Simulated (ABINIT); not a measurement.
# BAs (F-43m): G0W0 in ABINIT against the bands in the screening

How does the gap of BAs (F-43m) converge in the bands in the screening?

Calculated with ABINIT 10.8.3; PBE and many-body steps on it, plane waves.

## Step 1: Set-up

The structure is cubic, space group F-43m (No. 216). The conventional cell has a = 4.777 Å, b = 4.777 Å, c = 4.777 Å, α = 90.00°, β = 90.00°, γ = 90.00°. B has 4 As at 2.07 Å nearest. Nearest to As lie 4 B at 2.07 Å. Farther neighbours are not listed.

The cell and positions come from the Crystallography Open Database and are kept as given unless a step says otherwise.

## Step 2: Screening, 6×6×6 mesh, 17 bands, screening to 195.9 eV

This step: ABINIT 10.8.3; RPA screening on PBE, plane waves, norm-conserving pseudopotentials.

The RPA dielectric matrix is built and inverted for each q.

File run.abi:

```
acell 3*1.0 Angstrom
rprim 
  -0.000000000000 2.388500000000 2.388500000000
  2.388500000000 -0.000000000000 2.388500000000
  2.388500000000 2.388500000000 -0.000000000000
ntypat 2
znucl 5 33
natom 2
typat 1 2
xred 
  0.000000000000 0.000000000000 0.000000000000
  0.250000000000 0.250000000000 0.250000000000
pp_dirpath "pseudos"
pseudos "B.upf, As.upf"
ecut 38
ngkpt 6 6 6
nshiftk 1
shiftk 0 0 0
kptopt 1
chksymbreak 0
istwfk *1
occopt 1
irdwfk 1
optdriver 3
nband 17
ecuteps 7.2
inclvkb 2
awtr 1
symchi 1
indata_prefix "in"
outdata_prefix "out"
tmpdata_prefix "tmp"
```

Run with:

```
$ OMP_NUM_THREADS=1 mpirun -n 4 abinit run.abi > log
```

The log of the run:

```text
.Version 10.8.3 of ABINIT. v10.8.2 released Aug 2026.

 Symmetries : space group F-4 3 m (#216); Bravais cF (face-center cubic)
[... echo of the input left out ...]
== DATASET  1 ==================================================================
-   mpi_nproc: 4, omp_nthreads: 1 (-1 if OMP is not activated)

--- !DatasetInfo
iteration_state: {dtset: 1, }
dimensions: {natom: 2, nkpt: 16, mband: 17, nsppol: 1, nspinor: 1, nspden: 1, mpw: 2085, }
cutoff_energies: {ecut:  38.0, pawecutdg:  -1.0, }
electrons: {nelect:   1.80000000E+01, charge:   0.00000000E+00, occopt:   1.00000000E+00, tsmear:   1.00000000E-02, }

 SCREENING: Calculation of the susceptibility and dielectric matrices

 Based on a program developped by R.W. Godby, V. Olevano, G. Onida, and L. Reining.
 Incorporated in ABINIT by V. Olevano, G.-M. Rignanese, and M. Torrent.
.Using double precision arithmetic ; gwpc =  8

[... cell and pseudopotentials left out ...]
--------------------------------------------------------------------------------

 ==== K-mesh for the wavefunctions ====
 Number of points in the irreducible wedge :    16
[... list of points left out ...]
 Together with 24 symmetry operations and time-reversal symmetry
 yields   216 points in the full Brillouin Zone.

 ==== Q-mesh for the screening function ====
 Number of points in the irreducible wedge :    16
[... list of points left out ...]
 Together with 24 symmetry operations and time-reversal symmetry
 yields   216 points in the full Brillouin Zone.

 setmesh: FFT mesh size selected  =    25x   25x   25
          total number of points  =        15625

 vcoul_init : cutoff-mode = AUXILIARY_FUNCTION
 q-points for optical limit:   1
     1)      0.000010    0.000020    0.000030

- screening: taking advantage of time-reversal symmetry
- Maximum band index for partially occupied states nbvw = 9
- Remaining bands to be divided among processors   nbcw = 8
- Number of bands treated by each node ~2

 Number of electrons calculated from density =   18.0000; Expected =   18.0000
 average of density, n =  0.097875
 r_s =    1.3461
 omega_plasma =   30.1780 [eV]

 calculating chi0 at frequencies [eV] :
  1    0.000000E+00    0.000000E+00
  2    0.000000E+00    3.017802E+01

--------------------------------------------------------------------------------
  q-point number  1        q = ( 0.000000, 0.000000, 0.000000) [r.l.u.]
--------------------------------------------------------------------------------
[... chi0 elements left out ...]
 For q-point:  0.000010 0.000020 0.000030
  dielectric constant =  10.3403
  dielectric constant without local fields =  11.4026

  Average fulfillment of the sum rule on Im[epsilon] for q-point    1 :     12.74  [%]
[... wings left out ...]
  q-point number  2        q = ( 0.166667, 0.000000, 0.000000) [r.l.u.]
--------------------------------------------------------------------------------
[... chi0 elements left out ...]
  Average fulfillment of the sum rule on Im[epsilon] for q-point    2 :     41.84  [%]

 [... 14 further q-points ...]
```

It took 9.2 s on 4 MPI ranks of Arm Neoverse V1, shared host; peak memory 0.51 GiB.

This step gave:

| Quantity | Value |
| --- | --- |
| ε∞ with local fields, on this mesh, along the program's q direction | 10.34 |
| the same without local fields | 11.40 |
| plasma frequency | 30.18 eV |
| plane waves in the screening matrix | 169 |

Local fields lower ε∞ by 9 %.

## Step 3: 17 bands

This step: G0W0 on PBE, plane waves, norm-conserving pseudopotentials.

run.abi, as its differences from that of step 2:

```diff
@@ -23,8 +23,17 @@
 irdwfk 1
-optdriver 3
-nband 17
+optdriver 4
+nband 70
+gwcalctyp 0
+ecutsigx 38
+symsigma 1
+nkptgw 2
+kptgw 
+  0.0000000000 0.0000000000 0.0000000000
+  0.3333333333 0.3333333333 0.0000000000
+bdgw 
+  7 12
+  8 11
 ecuteps 7.2
-inclvkb 2
-awtr 1
-symchi 1
+irdscr 1
+ppmodel 1
 indata_prefix "in"
```

The log of the run:

```text
.Version 10.8.3 of ABINIT. v10.8.2 released Aug 2026.

 Symmetries : space group F-4 3 m (#216); Bravais cF (face-center cubic)
[... echo of the input left out ...]
== DATASET  1 ==================================================================
-   mpi_nproc: 4, omp_nthreads: 1 (-1 if OMP is not activated)

--- !DatasetInfo
iteration_state: {dtset: 1, }
dimensions: {natom: 2, nkpt: 16, mband: 70, nsppol: 1, nspinor: 1, nspden: 1, mpw: 2085, }
cutoff_energies: {ecut:  38.0, pawecutdg:  -1.0, }
electrons: {nelect:   1.80000000E+01, charge:   0.00000000E+00, occopt:   1.00000000E+00, tsmear:   1.00000000E-02, }

 SIGMA: Calculation of the GW corrections

 Based on a program developped by R.W. Godby, V. Olevano, G. Onida, and L. Reining.
 Incorporated in ABINIT by V. Olevano, G.-M. Rignanese, and M. Torrent.
.Using double precision arithmetic ; gwpc =  8

[... cell and pseudopotentials left out ...]
--------------------------------------------------------------------------------

 ==== K-mesh for the wavefunctions ====
 Number of points in the irreducible wedge :    16
[... list of points left out ...]
 Together with 24 symmetry operations and time-reversal symmetry
 yields   216 points in the full Brillouin Zone.

 ==== Q-mesh for screening function ====
 Number of points in the irreducible wedge :    16
[... list of points left out ...]
 Together with 24 symmetry operations and time-reversal symmetry
 yields   216 points in the full Brillouin Zone.

 vcoul_init : cutoff-mode = AUXILIARY_FUNCTION
 q-points for optical limit:   1
     1)      0.000010    0.000020    0.000030
 setmesh: FFT mesh size selected  =    36x   36x   36
          total number of points  =        46656

 Number of electrons calculated from density =   18.0000; Expected =   18.0000
 average of density, n =  0.097875
 r_s =    1.3461
 omega_plasma =   30.1780 [eV]

 === KS Band Gaps ===
  >>>> For spin  1
   Minimum direct gap =   3.2922 [eV], located at k-point      :   0.0000  0.0000  0.0000
   Fundamental gap    =   1.2941 [eV], Top of valence bands at :   0.0000  0.0000  0.0000
                                       Bottom of conduction at :   0.3333  0.3333  0.0000
 SIGMA fundamental parameters:
 PLASMON POLE MODEL  1
 number of plane-waves for SigmaX                 2085
 number of plane-waves for SigmaC and W            169
 number of plane-waves for wavefunctions          2085
 number of bands                                    70
 number of independent spin polarizations            1
 number of spinorial components                      1
 number of k-points in IBZ                          16
 number of q-points in IBZ                          16
 number of symmetry operations                      24
 number of k-points in BZ                          216
 number of q-points in BZ                          216
 number of frequencies for dSigma/dE                 9
 frequency step for dSigma/dE [eV]                0.25
 number of omega for Sigma on real axis              0
 max omega for Sigma on real axis  [eV]           0.00
 zcut for avoiding poles [eV]                     0.10

 EPSILON^-1 parameters (SCR file):
 dimension of the eps^-1 matrix on file            169
 dimension of the eps^-1 matrix used               169
 number of plane-waves for wavefunctions          2085
 number of bands                                    17
 number of q-points in IBZ                          16
 number of frequencies                               2
 number of real frequencies                          1
 number of imag frequencies                          1

 matrix elements of self-energy operator (all in [eV])

 Perturbative Calculation

--- !SelfEnergy_ee
iteration_state: {dtset: 1, }
kpoint     : [   0.000,    0.000,    0.000, ]
spin       : 1
KS_gap     :    3.292
QP_gap     :    4.139
Delta_QP_KS:    0.847
data: !SigmaeeData |
     Band     E0 <VxcDFT>   SigX SigC(E0)      Z dSigC/dE  Sig(E)    E-E0       E
        7   6.564 -13.701 -15.543   1.421   0.804  -0.244 -14.039  -0.338   6.227
        8   6.564 -13.701 -15.543   1.421   0.804  -0.244 -14.039  -0.338   6.227
        9   6.564 -13.701 -15.543   1.421   0.804  -0.244 -14.039  -0.338   6.227
       10   9.857 -12.550  -8.416  -3.502   0.806  -0.241 -12.041   0.509  10.366
       11   9.857 -12.550  -8.416  -3.502   0.806  -0.241 -12.041   0.509  10.366
       12   9.857 -12.550  -8.416  -3.502   0.806  -0.241 -12.041   0.509  10.366

--- !SelfEnergy_ee
iteration_state: {dtset: 1, }
kpoint     : [   0.333,    0.333,    0.000, ]
spin       : 1
KS_gap     :    4.745
QP_gap     :    5.918
Delta_QP_KS:    1.173
data: !SigmaeeData |
     Band     E0 <VxcDFT>   SigX SigC(E0)      Z dSigC/dE  Sig(E)    E-E0       E
        8   3.114 -12.780 -16.164   2.625   0.789  -0.268 -13.379  -0.599   2.515
        9   3.114 -12.780 -16.164   2.625   0.789  -0.268 -13.379  -0.599   2.515
       10   7.859 -11.353  -7.290  -3.358   0.814  -0.228 -10.779   0.574   8.433
       11   9.721 -10.888  -6.139  -3.968   0.813  -0.230 -10.253   0.635  10.356

== END DATASET(S) ==============================================================
================================================================================

 -outvars: echo values of variables after computation  --------
           etotal      0.0000000000E+00
            nband          70
             nkpt          16
          spgroup         216
 [... the other variables as echoed above ...]

 Calculation completed.
```

Elapsed: 10 s, on 4 MPI ranks; peak memory 0.73 GiB.

This step gave:

- G0W0 gap on the points computed: 2.206 eV
- starting gap on the mesh: 1.294 eV
- k of the valence top: 0, 0, 0
- k of the conduction bottom: 0.3333, 0.3333, 0
- Z at the valence top: 0.804
- Z at the conduction bottom: 0.814
- least direct G0W0 gap on the computed points: 4.139 eV

## Step 4: Screening, 6×6×6 mesh, 23 bands, screening to 195.9 eV

This step: RPA screening on PBE, plane waves, norm-conserving pseudopotentials.

run.abi, as its differences from that of step 3:

```diff
@@ -23,17 +23,8 @@
 irdwfk 1
-optdriver 4
-nband 70
-gwcalctyp 0
-ecutsigx 38
-symsigma 1
-nkptgw 2
-kptgw 
-  0.0000000000 0.0000000000 0.0000000000
-  0.3333333333 0.3333333333 0.0000000000
-bdgw 
-  7 12
-  8 11
+optdriver 3
+nband 23
 ecuteps 7.2
-irdscr 1
-ppmodel 1
+inclvkb 2
+awtr 1
+symchi 1
 indata_prefix "in"
```

The log of the run:

```text
.Version 10.8.3 of ABINIT. v10.8.2 released Aug 2026.

 Symmetries : space group F-4 3 m (#216); Bravais cF (face-center cubic)
[... echo of the input left out ...]
== DATASET  1 ==================================================================
-   mpi_nproc: 4, omp_nthreads: 1 (-1 if OMP is not activated)

--- !DatasetInfo
iteration_state: {dtset: 1, }
dimensions: {natom: 2, nkpt: 16, mband: 23, nsppol: 1, nspinor: 1, nspden: 1, mpw: 2085, }
cutoff_energies: {ecut:  38.0, pawecutdg:  -1.0, }
electrons: {nelect:   1.80000000E+01, charge:   0.00000000E+00, occopt:   1.00000000E+00, tsmear:   1.00000000E-02, }

 SCREENING: Calculation of the susceptibility and dielectric matrices

 Based on a program developped by R.W. Godby, V. Olevano, G. Onida, and L. Reining.
 Incorporated in ABINIT by V. Olevano, G.-M. Rignanese, and M. Torrent.
.Using double precision arithmetic ; gwpc =  8

[... cell and pseudopotentials left out ...]
--------------------------------------------------------------------------------

 ==== K-mesh for the wavefunctions ====
 Number of points in the irreducible wedge :    16
[... list of points left out ...]
 Together with 24 symmetry operations and time-reversal symmetry
 yields   216 points in the full Brillouin Zone.

 ==== Q-mesh for the screening function ====
 Number of points in the irreducible wedge :    16
[... list of points left out ...]
 Together with 24 symmetry operations and time-reversal symmetry
 yields   216 points in the full Brillouin Zone.

 setmesh: FFT mesh size selected  =    25x   25x   25
          total number of points  =        15625

 vcoul_init : cutoff-mode = AUXILIARY_FUNCTION
 q-points for optical limit:   1
     1)      0.000010    0.000020    0.000030

- screening: taking advantage of time-reversal symmetry
- Maximum band index for partially occupied states nbvw = 9
- Remaining bands to be divided among processors   nbcw = 14
- Number of bands treated by each node ~3

 Number of electrons calculated from density =   18.0000; Expected =   18.0000
 average of density, n =  0.097875
 r_s =    1.3461
 omega_plasma =   30.1780 [eV]

 calculating chi0 at frequencies [eV] :
  1    0.000000E+00    0.000000E+00
  2    0.000000E+00    3.017802E+01

--------------------------------------------------------------------------------
  q-point number  1        q = ( 0.000000, 0.000000, 0.000000) [r.l.u.]
--------------------------------------------------------------------------------
[... chi0 elements left out ...]
 For q-point:  0.000010 0.000020 0.000030
  dielectric constant =  10.3724
  dielectric constant without local fields =  11.4284

  Average fulfillment of the sum rule on Im[epsilon] for q-point    1 :     22.29  [%]
[... wings left out ...]
  q-point number  2        q = ( 0.166667, 0.000000, 0.000000) [r.l.u.]
--------------------------------------------------------------------------------
[... chi0 elements left out ...]
  Average fulfillment of the sum rule on Im[epsilon] for q-point    2 :     46.49  [%]

 [... 14 further q-points ...]
```

Run time: 16 s. Hardware: 4 MPI ranks; peak memory 0.53 GiB; 63 s of CPU time.

This step gave:

| Property | Result |
| --- | --- |
| ε∞ with local fields, on this mesh, along the program's q direction | 10.37 |
| the same without local fields | 11.43 |
| plasma frequency | 30.18 eV |
| plane waves in the screening matrix | 169 |

## Step 5: 23 bands

The self-energy is evaluated for the states that the input lists, and the levels follow from it, in one-shot runs by the linearised quasiparticle equation.

This step: G0W0 on PBE, plane waves, norm-conserving pseudopotentials.

run.abi, as its differences from that of step 4:

```diff
@@ -23,8 +23,17 @@
 irdwfk 1
-optdriver 3
-nband 23
+optdriver 4
+nband 70
+gwcalctyp 0
+ecutsigx 38
+symsigma 1
+nkptgw 2
+kptgw 
+  0.0000000000 0.0000000000 0.0000000000
+  0.3333333333 0.3333333333 0.0000000000
+bdgw 
+  7 12
+  8 11
 ecuteps 7.2
-inclvkb 2
-awtr 1
-symchi 1
+irdscr 1
+ppmodel 1
 indata_prefix "in"
```

The log of the run:

```text
.Version 10.8.3 of ABINIT. v10.8.2 released Aug 2026.

 Symmetries : space group F-4 3 m (#216); Bravais cF (face-center cubic)
[... echo of the input left out ...]
== DATASET  1 ==================================================================
-   mpi_nproc: 4, omp_nthreads: 1 (-1 if OMP is not activated)

--- !DatasetInfo
iteration_state: {dtset: 1, }
dimensions: {natom: 2, nkpt: 16, mband: 70, nsppol: 1, nspinor: 1, nspden: 1, mpw: 2085, }
cutoff_energies: {ecut:  38.0, pawecutdg:  -1.0, }
electrons: {nelect:   1.80000000E+01, charge:   0.00000000E+00, occopt:   1.00000000E+00, tsmear:   1.00000000E-02, }

 SIGMA: Calculation of the GW corrections

 Based on a program developped by R.W. Godby, V. Olevano, G. Onida, and L. Reining.
 Incorporated in ABINIT by V. Olevano, G.-M. Rignanese, and M. Torrent.
.Using double precision arithmetic ; gwpc =  8

[... cell and pseudopotentials left out ...]
--------------------------------------------------------------------------------

 ==== K-mesh for the wavefunctions ====
 Number of points in the irreducible wedge :    16
[... list of points left out ...]
 Together with 24 symmetry operations and time-reversal symmetry
 yields   216 points in the full Brillouin Zone.

 ==== Q-mesh for screening function ====
 Number of points in the irreducible wedge :    16
[... list of points left out ...]
 Together with 24 symmetry operations and time-reversal symmetry
 yields   216 points in the full Brillouin Zone.

 vcoul_init : cutoff-mode = AUXILIARY_FUNCTION
 q-points for optical limit:   1
     1)      0.000010    0.000020    0.000030
 setmesh: FFT mesh size selected  =    36x   36x   36
          total number of points  =        46656

 Number of electrons calculated from density =   18.0000; Expected =   18.0000
[...]
number of omega for Sigma on real axis              0
 max omega for Sigma on real axis  [eV]           0.00
 zcut for avoiding poles [eV]                     0.10

 EPSILON^-1 parameters (SCR file):
 dimension of the eps^-1 matrix on file            169
 dimension of the eps^-1 matrix used               169
 number of plane-waves for wavefunctions          2085
 number of bands                                    23
 number of q-points in IBZ                          16
 number of frequencies                               2
 number of real frequencies                          1
 number of imag frequencies                          1

 matrix elements of self-energy operator (all in [eV])

 Perturbative Calculation

--- !SelfEnergy_ee
iteration_state: {dtset: 1, }
kpoint     : [   0.000,    0.000,    0.000, ]
spin       : 1
KS_gap     :    3.292
QP_gap     :    4.097
Delta_QP_KS:    0.805
data: !SigmaeeData |
     Band     E0 <VxcDFT>   SigX SigC(E0)      Z dSigC/dE  Sig(E)    E-E0       E
        7   6.564 -13.701 -15.543   1.280   0.804  -0.243 -14.153  -0.452   6.113
        8   6.564 -13.701 -15.543   1.280   0.804  -0.243 -14.153  -0.452   6.113
        9   6.564 -13.701 -15.543   1.280   0.804  -0.243 -14.153  -0.452   6.113
[...]
--- !SelfEnergy_ee
iteration_state: {dtset: 1, }
kpoint     : [   0.333,    0.333,    0.000, ]
spin       : 1
KS_gap     :    4.745
QP_gap     :    5.868
Delta_QP_KS:    1.123
data: !SigmaeeData |
     Band     E0 <VxcDFT>   SigX SigC(E0)      Z dSigC/dE  Sig(E)    E-E0       E
[...]
10   7.859 -11.353  -7.290  -3.559   0.814  -0.228 -10.943   0.411   8.269
       11   9.721 -10.888  -6.139  -4.180   0.813  -0.230 -10.425   0.463  10.184

== END DATASET(S) ==============================================================
================================================================================

 -outvars: echo values of variables after computation  --------
           etotal      0.0000000000E+00
            nband          70
             nkpt          16
          spgroup         216
 [... the other variables as echoed above ...]

 Calculation completed.
```

Wall time 11 s (4 MPI ranks); peak memory 0.73 GiB; 42 s of CPU time.

Numbers from this step:

```
G0W0 gap on the points computed              : 2.156 eV
starting gap on the mesh                     : 1.294 eV
k of the valence top                         : 0, 0, 0
k of the conduction bottom                   : 0.3333, 0.3333, 0
Z at the valence top                         : 0.804
Z at the conduction bottom                   : 0.814
least direct G0W0 gap on the computed points : 4.097 eV
```

The gap on the mesh goes from 1.29 eV to 2.16 eV, a correction of +0.86 eV.

[end of part 1 of 2]

[Paths, hosts, dates, memory and timing lines, banners, echoed tables and standing remarks are left out of the program output.]

[Logs are printed without paths, hosts, clocks, repeated set-up lines and the standing remarks that a program may print on its own settings, such as how far it seeks lower states.]

[Runs of the session that timed out or met a known fault of the program may be left out.]

[Hosts, paths, dates, database ids (printed as entryN), source tags and the programs' standing remarks are cut or masked in the printed files.]

[G0W0 gaps are taken among the corrected bands and points alone; a level outside them can change the order at an edge.]

[Where Ansatz stands beside ABINIT at settings called matched, ABINIT's density can come from a denser mesh and the files from another edition; pairs whose starting gaps differed by over 0.03 eV were left out, so agreement reads better than it is.]
